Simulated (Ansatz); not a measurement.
**TiC: a hydrostatic pressure series**

One table from this session's results is given with a row withheld; the runs are named, their logs left out.

Program: Ansatz 0.2.0. Level of theory: DFT PBEsol, scalar-relativistic, plane waves, PAW. These are calculated values, not measurements.

1 further run of the same task is left out (set aside as unsound or not needed).

## The system as given

Symmetry: Fm-3m, No. 225, cubic system. Conventional cell: a = 4.293 Å, b = 4.293 Å, c = 4.293 Å, α = 90.00°, β = 90.00°, γ = 90.00°. Ti (site symmetry m-3m) has 6 C at 2.15 Å as nearest neighbours. C (site symmetry m-3m) has 6 Ti at 2.15 Å as nearest neighbours.

Coordinates:

```xyz
2
Lattice="0.0000 2.1467 2.1467 2.1467 0.0000 2.1467 2.1467 2.1467 0.0000" Properties=species:S:1:pos:R:3 pbc="T T T"
Ti    0.0000    0.0000    0.0000
C     2.1467    2.1467    2.1467
```

It goes back to an entry of the Materials Project.

This cell was relaxed beforehand with the same method: volume 9.89 Å³/atom, gap on the mesh none (metal).

The first run:

Contents of input.yaml:

```yaml
crystal:
  lattice:
    - [0.0, 2.1603150485, 2.1603150485]
    - [2.1603150485, 0.0, 2.1603150485]
    - [2.1603150485, 2.1603150485, 0.0]
  atoms:
    - { symbol: Ti, position: [0.0, 0.0, 0.0] }
    - { symbol: C, position: [0.5, 0.5, 0.5] }
basis:
  ecutwfc: 420
kpoints:
  mp_grid: { grid: [16, 16, 16] }
hamiltonian:
  xc: pbesol
scf:
  occupations: { method: gaussian, width: 0.1 }
output:
  forces: true
  stress: true
  eigenvalues: true
  write_density: true
  write_potential: true
  elf: true
  volumetric_format: npy
relax:
  adjacent_minimum: "off"
  f_tol: 0.008
  max_steps: 50
  cell: { stress_tol: 0.08, p_target: -2.0 }
```

Launch:

```
ansatz run input.yaml --threads 1 --pin off --max-ram 2560MiB --backend cpu --events-out ev --progress --plain --runs-dir out
```

Steps of the session up to this table: Relaxing at -2 GPa; Target pressure 2 GPa; Relaxing at 5 GPa; Target pressure 10 GPa; Target pressure 20 GPa; Target pressure 40 GPa.

One table of the session follows, with a row left open; its other results are not shown here.

It belongs to the step «Volume, cell and gap against pressure». Lengths are those of the vectors of the cell that was run:

| P (GPa) | V (Å³/atom) | a (Å) | b (Å) | c (Å) | ΔH (eV/atom) |
| --- | --- | --- | --- | --- | --- |
| -2 | 9.97 | 3.044 | 3.044 | 3.044 | -0.124 |
| 0 | 9.89 | 3.036 | 3.036 | 3.036 | 0.000 |
| 2 | ? | ? | ? | ? | ? |
| 5 | 9.71 | 3.017 | 3.017 | 3.017 | 0.306 |
| 10 | 9.55 | 3.001 | 3.001 | 3.001 | 0.606 |
| 20 | 9.26 | 2.970 | 2.970 | 2.970 | 1.193 |
| 40 | 8.79 | 2.918 | 2.918 | 2.918 | 2.319 |

Estimate the missing values for P (GPa) = 2.

Worked estimate for «V (Å³/atom)». A straight line through the neighbours (0, 9.89) and (5, 9.71) gives 9.89 + (9.71 − 9.89) × (2 − 0) / (5 − 0) = 9.82; a parabola fitted to 4 rows on both sides gives 9.82.

**Answer.** V (Å³/atom): 9.82; a (Å): 3.028; b (Å): 3.028; c (Å): 3.028; ΔH (eV/atom): 0.123. In «V (Å³/atom)» the line misses by 0.00 and the parabola by 0.00.

ΔH is E + PV over the energy at zero pressure; a, b and c are the vectors of the computed cell. 
